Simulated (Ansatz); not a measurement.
# SnO: the cost of one run

Method: DFT PBE+D3(BJ), scalar-relativistic, plane waves, PAW, in Ansatz 0.2.0.

**1. The starting structure**

It takes space group Pmn2_1 (No. 31, orthorhombic). The conventional cell has a = 3.355 Å, b = 5.674 Å, c = 4.222 Å, α = 90.00°, β = 90.00°, γ = 90.00°. Sn (site symmetry m) is surrounded by 3 O at 2.15 to 2.16 Å. O (site symmetry m) has 3 Sn at 2.15 to 2.16 Å as nearest neighbours.

Structure file:

```xyz
16
Lattice="0.0000 -5.6741 4.2220 0.0000 5.6741 4.2220 -6.7100 0.0000 -4.2220" Properties=species:S:1:pos:R:3 pbc="T T T"
Sn   -3.3550    1.3159    2.1665
Sn   -3.3550   -4.3582    2.1665
Sn    0.0000    1.3159    2.1665
Sn    0.0000    1.3159    6.3884
Sn   -1.6775   -1.3159    4.2775
Sn   -1.6775   -1.3159    0.0555
Sn   -5.0325   -1.3159    0.0555
Sn   -5.0325   -1.3159    4.2775
O    -3.3550   -0.6171   -1.1110
O    -3.3550   -0.6171    3.1110
O     0.0000   -0.6171    7.3330
O     0.0000   -0.6171    3.1110
O    -1.6775    0.6171    1.0000
O    -1.6775    0.6171    5.2220
O    -5.0325   -5.0570    1.0000
O    -5.0325    0.6171    1.0000
```

It goes back to an entry of the Materials Project, which need not be the stable form.

The cell is taken as given, not relaxed at this level.

**2. The perfect supercell on the trajectory's mesh**

input.yaml

```yaml
crystal:
  lattice:
    - [0.0, -5.674104, 4.22197]
    - [0.0, 5.674104, 4.22197]
    - [-6.71001, 0.0, -4.22197]
  atoms:
    - { symbol: Sn, position: [0.3906175, 0.6225265, 0.5] }
    - { symbol: Sn, position: [0.8906175, 0.1225265, 0.5] }
    - { symbol: Sn, position: [0.1406175, 0.3725265, 0.0] }
    - { symbol: Sn, position: [0.6406175, 0.8725265, 0.0] }
    - { symbol: Sn, position: [0.7475265, 0.5156175, 0.25] }
    - { symbol: Sn, position: [0.2475265, 0.0156175, 0.25] }
    - { symbol: Sn, position: [0.4975265, 0.2656175, 0.75] }
    - { symbol: Sn, position: [0.9975265, 0.7656175, 0.75] }
    - { symbol: O, position: [0.1728035, 0.0640535, 0.5] }
    - { symbol: O, position: [0.6728035, 0.5640535, 0.5] }
    - { symbol: O, position: [0.9228035, 0.8140535, 0.0] }
    - { symbol: O, position: [0.4228035, 0.3140535, 0.0] }
    - { symbol: O, position: [0.1890535, 0.2978035, 0.25] }
    - { symbol: O, position: [0.6890535, 0.7978035, 0.25] }
    - { symbol: O, position: [0.9390535, 0.0478035, 0.75] }
    - { symbol: O, position: [0.4390535, 0.5478035, 0.75] }
  symmetry: { detect: false }
basis:
  ecutwfc: 420
kpoints:
  mp_grid: { grid: [2, 2, 2], shift: [0.5, 0.5, 0.5] }
hamiltonian:
  xc: pbe
  dispersion: d3bj
scf:
  occupations: { method: gaussian, width: 0.1 }
output:
  forces: true
  stress: true
  eigenvalues: true
```

The run is started by

```console
$ ansatz run input.yaml --threads 4 --pin off --max-ram 5120MiB --backend cpu --events-out ev --progress --plain --runs-dir out
```

What time and memory should one allow on 4 threads of Arm Neoverse N1, shared host?

About 6.1 s, with a peak of 0.92 GiB.
